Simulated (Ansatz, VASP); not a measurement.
## Cross-check of Ga8AsP7 (random alloy of the zinc-blende GaP-GaAs line, x = 0.125) between VASP and Ansatz

Wanted: the spread between two codes on one cell, functional and k mesh. Of the first pair: The structure shown is the start of the Ansatz relaxation below; VASP solves that cell, so the two are compared at the walk's first step.

Calculated with Ansatz 0.2.0; plane waves, with VASP 6.6.1 beside it; PBE.

### 1. The starting structure

The cell holds 64 atoms: 32 Ga, 28 P and 4 As. Its edges and angles: a = 11.080 Å, b = 11.080 Å, c = 11.080 Å, α = 90.0°, β = 90.0°, γ = 90.0°. It derives from GaP (zinc-blende GaP-GaAs), repeated 2×2×2. Zinc-blende GaP-GaAs: 64 atoms, 4 of 32 P sites given to As at random, cell and internal coordinates interpolated linearly between the end members (Vegard's rule); (so at first; earlier steps may have moved the atoms), displaced by a Gaussian of 0.02 A. Lattice constants are starting values near those of PBE.

### 2. Ansatz: relaxation, PBE

Ansatz runs on its default PAW (the set named soft_2) files.

The two programs are compared at the cell with which this relaxation starts, whose forces are those of its first step.

input.yaml reads:

```yaml
crystal:
  lattice:
    - [11.08, 0.0, 0.0]
    - [0.0, 11.08, 0.0]
    - [0.0, 0.0, 11.08]
  atoms:
    - { symbol: Ga, position: [0.99925, 0.9999, 0.99614] }
    - { symbol: P, position: [0.12796, 0.12176, 0.12348] }
    - { symbol: Ga, position: [0.00091, 0.24775, 0.24809] }
    - { symbol: As, position: [0.12336, 0.376, 0.37914] }
    - { symbol: Ga, position: [0.25007, 0.99798, 0.25097] }
    - { symbol: P, position: [0.37392, 0.12497, 0.37712] }
    - { symbol: Ga, position: [0.24865, 0.25002, 0.99841] }
    - { symbol: P, position: [0.37472, 0.37546, 0.12322] }
    - { symbol: Ga, position: [0.99939, 0.99957, 0.49885] }
    - { symbol: P, position: [0.12286, 0.12243, 0.62472] }
    - { symbol: Ga, position: [0.99951, 0.25403, 0.74561] }
    - { symbol: P, position: [0.1252, 0.37567, 0.87745] }
    - { symbol: Ga, position: [0.25091, 0.99848, 0.75] }
    - { symbol: P, position: [0.37598, 0.12443, 0.87639] }
    - { symbol: Ga, position: [0.24663, 0.25312, 0.50265] }
    - { symbol: P, position: [0.37439, 0.3761, 0.62509] }
    - { symbol: Ga, position: [0.9985, 0.50016, 0.00181] }
    - { symbol: P, position: [0.12431, 0.62432, 0.12487] }
    - { symbol: Ga, position: [0.00078, 0.75231, 0.24885] }
    - { symbol: P, position: [0.12592, 0.87539, 0.37165] }
    - { symbol: Ga, position: [0.24924, 0.49976, 0.24993] }
    - { symbol: P, position: [0.37559, 0.62132, 0.37508] }
    - { symbol: Ga, position: [0.24878, 0.7474, 0.00095] }
    - { symbol: P, position: [0.37633, 0.87382, 0.12652] }
    - { symbol: Ga, position: [0.99931, 0.50012, 0.49802] }
    - { symbol: P, position: [0.12786, 0.6202, 0.62483] }
    - { symbol: Ga, position: [0.00125, 0.74633, 0.74966] }
    - { symbol: P, position: [0.12486, 0.87649, 0.87725] }
    - { symbol: Ga, position: [0.24927, 0.4975, 0.75247] }
    - { symbol: P, position: [0.3772, 0.62417, 0.87563] }
    - { symbol: Ga, position: [0.25069, 0.75102, 0.50037] }
    - { symbol: P, position: [0.37754, 0.87186, 0.62688] }
    - { symbol: Ga, position: [0.50069, 0.99961, 0.00212] }
    - { symbol: P, position: [0.62077, 0.1271, 0.1257] }
    - { symbol: Ga, position: [0.49795, 0.25078, 0.24945] }
    - { symbol: P, position: [0.62967, 0.37831, 0.3758] }
    - { symbol: Ga, position: [0.7487, 0.99895, 0.24941] }
    - { symbol: P, position: [0.87399, 0.12337, 0.37393] }
    - { symbol: Ga, position: [0.7495, 0.24907, 0.99874] }
    - { symbol: P, position: [0.87332, 0.3796, 0.12234] }
    - { symbol: Ga, position: [0.49816, 0.00078, 0.49942] }
    - { symbol: P, position: [0.62577, 0.12644, 0.62728] }
    - { symbol: Ga, position: [0.50136, 0.24821, 0.752] }
    - { symbol: As, position: [0.62181, 0.37479, 0.8741] }
    - { symbol: Ga, position: [0.74809, 0.00107, 0.74967] }
    - { symbol: P, position: [0.87684, 0.12232, 0.87653] }
    - { symbol: Ga, position: [0.7509, 0.25023, 0.49744] }
    - { symbol: As, position: [0.87455, 0.37221, 0.62124] }
    - { symbol: Ga, position: [0.50592, 0.50175, 0.00324] }
    - { symbol: P, position: [0.62423, 0.62626, 0.12626] }
    - { symbol: Ga, position: [0.50109, 0.75001, 0.24959] }
    - { symbol: P, position: [0.62126, 0.8761, 0.37576] }
    - { symbol: Ga, position: [0.75202, 0.4995, 0.25314] }
    - { symbol: As, position: [0.87419, 0.62273, 0.37669] }
    - { symbol: Ga, position: [0.74915, 0.74774, 0.00023] }
    - { symbol: P, position: [0.87637, 0.87544, 0.1259] }
    - { symbol: Ga, position: [0.50742, 0.50148, 0.50276] }
    - { symbol: P, position: [0.62142, 0.62566, 0.6264] }
    - { symbol: Ga, position: [0.49934, 0.74842, 0.75072] }
    - { symbol: P, position: [0.62443, 0.87393, 0.87707] }
    - { symbol: Ga, position: [0.75241, 0.50055, 0.74918] }
    - { symbol: P, position: [0.87593, 0.6265, 0.87614] }
    - { symbol: Ga, position: [0.74738, 0.74939, 0.50065] }
    - { symbol: P, position: [0.87612, 0.87673, 0.62637] }
kpoints:
  mp_grid: { grid: [1, 1, 1] }
hamiltonian:
  xc: pbe
scf:
  occupations: { method: fermi_dirac, width: 0.025 }
output:
  forces: true
relax:
  f_tol: 0.04
  max_steps: 150
  cell: {}
```

Started as:

```console
ansatz run input.yaml --threads 4 --pin off --max-ram 8192MiB --backend cpu --events-out ev --progress --plain --runs-dir out
```

Numbers of over 12 decimals in the logs are rounded to 6 here.

The log of the run:

```text
Engine: ansatz 0.2.0, x86_64-unknown-linux-gnu
Pseudopotentials: kind: paw
Pseudopotential: Ga, paw, valence charge 13, recommended cutoff 420 eV (normal), Ga.paw.azcp
Pseudopotential: P, paw, valence charge 5, recommended cutoff 420 eV (normal), P.paw.azcp
Pseudopotential: As, paw, valence charge 15, recommended cutoff 420 eV (normal), As.paw.azcp
Functional definition: PBE
  parameter kappa = 0.804
  parameter beta = 0.066725
  exchange = pbe_x(kappa = kappa, mu = beta*pi^2/3)
  correlation = pbe_c(beta = beta)
Crystal: 64 atoms, lattice volume = 1360.252 Å³
Basis set: ecut = 420 eV, 26745 PW (Γ), exchange–correlation on 150×150×150 points (8 copies of the dense FFT grid, shifted against one another)
Bands: 372, of which v1, the nominal top of the filled ones, is band 308 counted from 1 (307 counted from 0)
Symmetry: 1 space group operations
Space group: P1 (ITA 1), of the structure as read, at distance tolerance 1.1e-4 Å
k-points: 1
Non-local potential: Ga, projectors of the file, l = 0: 2, l = 1: 2, l = 2: 3, l = 3: 1
Non-local potential: P, projectors of the file, l = 0: 2, l = 1: 2, l = 2: 2
Non-local potential: As, projectors of the file, l = 0: 2, l = 1: 2, l = 2: 3, l = 3: 1
PAW form: soft (Blöchl's): semilocal exchange-correlation on the pseudo side does not see the compensation charge
PAW one-centre angular grid: Ga, 590 points (default); XC on 64 Gauss nodes
PAW one-centre angular grid: P, 110 points (default); XC on 64 Gauss nodes
PAW one-centre angular grid: As, 590 points (default); XC on 64 Gauss nodes
Initial density: superposition of atomic densities (neutral atoms: chi_scale 0, normalization atom), corrected by the library's trained network
Initial wavefunctions: pseudopotential atomic-orbital guess
Functional: x = pbe(κ = 0.804, μ = 0.219515), c = pbe(β = 0.066725)
SCF iter   1: F=—  HF=-161661.119066 eV  |F-HF|=—  |Δ(HF+E_count)|=         —  Δρ=1.71e-3  dr2=2.99e-2  ethr=1.77e-3  ⟨swp⟩=7.0  Hψ=1448  notcnv=0  defer=15
preconditioner: auto → Resta (q_TF=auto, 2.391 Å⁻¹)  ε∞=4.1  [insulator: Δε(μ)=1.337 eV  Ē_g=13.825 eV  σ=0.025 eV  W_gap=1.00  n_scr=304 (ndim 8)  ℏωp=24.2 eV  f_vac=0.024  D(μ)=0.00/eV (n_scr^D=0)  ε∞_Penn≈4.1]
SCF iter   2: F=—  HF=-161661.054920 eV  |F-HF|=—  |Δ(HF+E_count)|=   6.41e-2  Δρ=6.83e-4  dr2=8.40e-3  ethr=4.86e-6  ⟨swp⟩=3.0  Hψ=808  notcnv=0  defer=35
SCF iter   3: F=—  HF=-161661.054280 eV  |F-HF|=—  |Δ(HF+E_count)|=   6.39e-4  Δρ=4.13e-4  dr2=1.20e-3  ethr=1.36e-6  ⟨swp⟩=2.0  Hψ=607  notcnv=0  defer=35
SCF iter   4: F=—  HF=-161661.053852 eV  |F-HF|=—  |Δ(HF+E_count)|=   4.29e-4  Δρ=1.38e-4  dr2=1.99e-4  ethr=1.95e-7  ⟨swp⟩=2.0  Hψ=607  notcnv=0  defer=35
SCF iter   5: F=—  HF=-161661.053886 eV  |F-HF|=—  |Δ(HF+E_count)|=   3.42e-5  Δρ=3.10e-5  dr2=1.68e-5  ethr=3.24e-8  ⟨swp⟩=2.0  Hψ=627  notcnv=0  defer=35
SCF iter   6: F=—  HF=-161661.053208 eV  |F-HF|=—  |Δ(HF+E_count)|=   6.79e-4  Δρ=1.58e-5  dr2=2.90e-6  ethr=2.73e-9  ⟨swp⟩=2.0  Hψ=627  notcnv=0  defer=35
SCF iter   7: F=—  HF=-161661.053208 eV  |F-HF|=—  |Δ(HF+E_count)|=   5.00e-7  Δρ=6.79e-6  dr2=5.41e-7  ethr=4.71e-10  ⟨swp⟩=3.0  Hψ=630  notcnv=0  defer=35
SCF iter   8: F=-161661.053209 eV  HF=-161661.053209 eV  |F-HF|=5.30e-8  |Δ(HF+E_count)|=   6.03e-7  Δρ=2.11e-6  dr2=7.40e-8  ethr=1.62e-11  ⟨swp⟩=3.0  Hψ=1617  notcnv=0
SCF 1 converged in 8 iterations: F = -161661.053209 eV  dr2 = 7.40e-8
  greatest PAW one-centre occupation: 0.999 electrons in one spin orbital (limit 2), on the As atom at site 47 (counted from 0), in its partial waves of l = 2
relax step   1: F+E_penalty+E_count = -161661.05320868 eV  Δ(F+E_penalty+E_count) = +0.000e0 eV  max|allowed force component| = 9.571e-1 eV/Å  Δτ_max = 0.0000 Å  P = +0.304 GPa  Ω = 1360.252 Å³  (8 SCF iters, dr2 threshold 1.00e-7 eV, accepted)
Crystal: 64 atoms, lattice volume = 1362.133 Å³
Initial density: handed on by an earlier stage of this run
Initial wavefunctions: those handed on with the density
iter 1 solved again at ethr=3.36e-5 eV; its pass at ethr=3.10e-3 eV (dr2=2.07e-1 eV) is discarded
SCF iter   1: F=—  HF=-161661.813695 eV  |F-HF|=—  |Δ(HF+E_count)|=         —  Δρ=5.81e-3  dr2=2.09e-1  ethr=3.36e-5  ⟨swp⟩=5.0  Hψ=1668  notcnv=0  defer=8
preconditioner: auto → Resta (q_TF=auto, 2.390 Å⁻¹)  ε∞=4.0  [insulator: Δε(μ)=1.327 eV  Ē_g=13.835 eV  σ=0.025 eV  W_gap=1.00  n_scr=304 (ndim 8)  ℏωp=24.1 eV  f_vac=0.024  D(μ)=0.00/eV (n_scr^D=0)  ε∞_Penn≈4.0]
SCF iter   2: F=—  HF=-161661.789030 eV  |F-HF|=—  |Δ(HF+E_count)|=   2.47e-2  Δρ=3.00e-3  dr2=5.56e-2  ethr=3.36e-5  ⟨swp⟩=5.0  Hψ=548  notcnv=0  defer=6
SCF iter   3: F=—  HF=-161661.788199 eV  |F-HF|=—  |Δ(HF+E_count)|=   8.30e-4  Δρ=4.43e-4  dr2=2.95e-3  ethr=9.02e-6  ⟨swp⟩=2.0  Hψ=718  notcnv=0  defer=53
SCF iter   4: F=—  HF=-161661.787104 eV  |F-HF|=—  |Δ(HF+E_count)|=   1.09e-3  Δρ=2.23e-4  dr2=6.40e-4  ethr=4.80e-7  ⟨swp⟩=3.0  Hψ=628  notcnv=0  defer=53
[...]
atom  11  Ga    -0.00282683    -0.00115842    -0.00272895
  atom  12  P      0.00629048    -0.00472250    -0.00475063
  atom  13  Ga    -0.00385355     0.00221202    -0.00212104
  atom  14  P      0.00045591     0.00031632     0.00000576
  atom  15  Ga     0.00339302    -0.00480918     0.00089865
  atom  16  P     -0.00227563     0.00369933    -0.00326013
  atom  17  Ga    -0.00455888     0.00940492     0.00228751
  atom  18  P      0.01525407     0.00765946    -0.00665473
  atom  19  Ga    -0.01401696    -0.00979617     0.00347959
  atom  20  P      0.00781296     0.00059969    -0.00300412
  atom  21  Ga    -0.00473802    -0.01108784     0.00016736
  atom  22  P      0.00062853     0.00314237    -0.00134571
  atom  23  Ga    -0.01256028    -0.00702005    -0.00165729
  atom  24  P      0.00097854     0.00106197    -0.00492076
  atom  25  Ga    -0.00228220     0.00075018     0.00457120
  atom  26  P      0.00478191     0.00050470    -0.00149138
  atom  27  Ga    -0.00066735     0.00010189     0.00857029
  atom  28  P      0.00723252    -0.00156904    -0.00185366
  atom  29  Ga    -0.00327731     0.00220194     0.00262764
  atom  30  P     -0.00687692    -0.00050455     0.00397500
  atom  31  Ga    -0.00425952    -0.00055106     0.00174581
  atom  32  P     -0.00731252     0.00023661     0.00679993
  atom  33  Ga     0.00874737     0.00215290     0.00478211
  atom  34  P     -0.00351068    -0.00919538    -0.00618951
[...]
atom  57  Ga    -0.00411033    -0.00429786    -0.00254555
  atom  58  P     -0.01039806     0.00444042     0.00056500
  atom  59  Ga     0.01085716    -0.00275176    -0.01280297
  atom  60  P     -0.01069833     0.00100844     0.00137480
  atom  61  Ga     0.00750427     0.00335992     0.00311387
  atom  62  P     -0.00259685     0.00047447    -0.00234497
  atom  63  Ga     0.00399474     0.00466476     0.00239481
  atom  64  P     -0.00258069     0.00610972    -0.00081950
  max |Σ_I F_I| component: 1.12e-6 eV/Å
--- Stress (GPa, compression-positive) ---
        0.005510       0.035834      -0.007228
        0.035834       0.007361      -0.010437
       -0.007228      -0.010437      -0.000317
  P = ⅓ Tr σ = 0.0042 GPa (0.042 kbar)
--- Relaxed structure (3 steps of the walk, 3 accepted, 1 SCFs on fresh bases) ---
  F+E_penalty+E_count = -161661.84215740 eV   max|allowed force component| = 1.525e-2 eV/Å   (the final SCF, on the basis selected at the relaxed cell)
  cell:  # Å, volume = 1362.5022 Å³
    - [11.086019, -0.00322564, 0.00108926]
    - [-0.00322564, 11.085448, 0.00117531]
    - [0.00108926, 0.00117531, 11.086856]
  atoms:
    - { symbol: Ga, position: [1.000601, 0.998802, 0.999723] }
    - { symbol: P, position: [0.125245, 0.123478, 0.124262] }
    - { symbol: Ga, position: [-0.00281739, 0.246118, 0.247297] }
    - { symbol: As, position: [0.126798, 0.373700, 0.374189] }
    - { symbol: Ga, position: [0.250620, 1.000154, 0.250211] }
    - { symbol: P, position: [0.375811, 0.123723, 0.375283] }
    - { symbol: Ga, position: [0.250405, 0.249593, 1.000552] }
    - { symbol: P, position: [0.374986, 0.374634, 0.125126] }
    - { symbol: Ga, position: [1.000038, 0.999634, 0.500254] }
    - { symbol: P, position: [0.126021, 0.122562, 0.626387] }
    - { symbol: Ga, position: [1.003498, 0.246098, 0.754190] }
    - { symbol: P, position: [0.126196, 0.374701, 0.876376] }
    - { symbol: Ga, position: [0.250078, 0.998141, 0.750691] }
    - { symbol: P, position: [0.374057, 0.123432, 0.875318] }
    - { symbol: Ga, position: [0.253162, 0.246133, 0.503099] }
    - { symbol: P, position: [0.375125, 0.374615, 0.625388] }
    - { symbol: Ga, position: [1.000221, 0.499626, 7.438253762878183e-5] }
    - { symbol: P, position: [0.125987, 0.625912, 0.123312] }
    - { symbol: Ga, position: [0.00352102, 0.753864, 0.246491] }
    - { symbol: P, position: [0.126198, 0.875887, 0.375270] }
    - { symbol: Ga, position: [0.253387, 0.503173, 0.247025] }
    - { symbol: P, position: [0.376063, 0.625892, 0.375201] }
    - { symbol: Ga, position: [0.250107, 0.750882, -0.000619484] }
    - { symbol: P, position: [0.375044, 0.874921, 0.125244] }
    - { symbol: Ga, position: [1.003983, 0.503394, 0.503207] }
    - { symbol: P, position: [0.127374, 0.627048, 0.627475] }
    - { symbol: Ga, position: [0.0004785, 0.750929, 0.750832] }
    - { symbol: P, position: [0.125120, 0.874801, 0.875343] }
    - { symbol: Ga, position: [0.250764, 0.499716, 0.750979] }
    - { symbol: P, position: [0.374140, 0.626059, 0.875446] }
    - { symbol: Ga, position: [0.250865, 0.750440, 0.500180] }
    - { symbol: P, position: [0.375111, 0.874787, 0.625291] }
    - { symbol: Ga, position: [0.499959, 0.999589, 0.000219026] }
    - { symbol: P, position: [0.624798, 0.123517, 0.126164] }
    - { symbol: Ga, position: [0.499093, 0.249168, 0.249788] }
    - { symbol: P, position: [0.623000, 0.373706, 0.374209] }
    - { symbol: Ga, position: [0.749536, 0.998234, 0.250042] }
    - { symbol: P, position: [0.873965, 0.122429, 0.374215] }
    - { symbol: Ga, position: [0.752599, 0.245876, 1.002565] }
    - { symbol: P, position: [0.874991, 0.373681, 0.124215] }
    - { symbol: Ga, position: [0.499375, -0.00120603, 0.499683] }
    - { symbol: P, position: [0.623925, 0.122547, 0.624312] }
    - { symbol: Ga, position: [0.497167, 0.246278, 0.747486] }
    - { symbol: As, position: [0.623852, 0.374601, 0.876255] }
    - { symbol: Ga, position: [0.749977, 9.532722990419004e-5, 0.750750] }
    - { symbol: P, position: [0.875923, 0.122728, 0.876318] }
    - { symbol: Ga, position: [0.746645, 0.246298, 0.496771] }
    - { symbol: As, position: [0.874947, 0.373571, 0.626168] }
    - { symbol: Ga, position: [0.496373, 0.503260, 0.00308956] }
    - { symbol: P, position: [0.624087, 0.625842, 0.125393] }
    - { symbol: Ga, position: [0.500304, 0.750770, 0.250561] }
    - { symbol: P, position: [0.623855, 0.875776, 0.375160] }
    - { symbol: Ga, position: [0.746877, 0.496511, 0.247216] }
    - { symbol: As, position: [0.874065, 0.627140, 0.374347] }
    - { symbol: Ga, position: [0.749872, 0.750312, 0.000548868] }
    - { symbol: P, position: [0.875041, 0.875658, 0.124123] }
    - { symbol: Ga, position: [0.499993, 0.499811, 0.500151] }
    - { symbol: P, position: [0.622891, 0.627007, 0.625484] }
    - { symbol: Ga, position: [0.498969, 0.750614, 0.751001] }
    - { symbol: P, position: [0.624973, 0.874942, 0.875425] }
    - { symbol: Ga, position: [0.749475, 0.506365, 0.750810] }
    - { symbol: P, position: [0.876015, 0.626836, 0.876340] }
    - { symbol: Ga, position: [0.746164, 0.754222, 0.503129] }
    - { symbol: P, position: [0.874994, 0.875843, 0.626334] }
```

(Continued in part 2 of 2.)

[Lines on the potential files, build, host, timing and source positions are cut from VASP's logs without a mark.]

[Logs are printed without paths, hosts, clocks, repeated set-up lines and the standing remarks that a program may print on its own settings, such as how far it seeks lower states.]

[Hosts, paths, dates, database ids (printed as entryN), source tags and the programs' standing remarks are cut or masked in the printed files.]
